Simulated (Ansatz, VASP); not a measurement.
**Br: VASP beside Ansatz**

```xyz
1
Lattice="2.9260 0.0000 0.0000 -1.4630 2.5340 0.0000 0.0000 0.0000 2.4066" Properties=species:S:1:pos:R:3 pbc="T T T"
Br    0.0000    0.0000    0.0000
```

Change from the starting cell: volume scaled by 0.5, LAPW.

Alike in both runs: task single point; functional PBE; k mesh 15 × 15 × 14; occupations fermi-dirac, width 0.1 eV; no spin polarisation.

```csv
,VASP,Ansatz
version,VASP 6.6.1,Ansatz 0.2.0
potentials or method,"VASP PAW PBE potentials, release 64 (Br), cutoff 520 eV","all-electron LAPW, scalar-relativistic"
```

|  | VASP | Ansatz | Ansatz less VASP |
| --- | --- | --- | --- |
| pressure (GPa) | 47.0 | 46.9 | -0.11 |
| largest component of the traceless stress (GPa) | 0.39 | 0.36 | -0.036 |

Ansatz ran all-electron here, so the differences hold the error of VASP's frozen core and of both bases.

Caveats: so large a pressure means that the cell lies far from this level's equilibrium, or that cutoff or potentials fall short (VASP); an odd number of electrons without spin polarisation forces a metal; a magnetic or distorted state may lie lower.
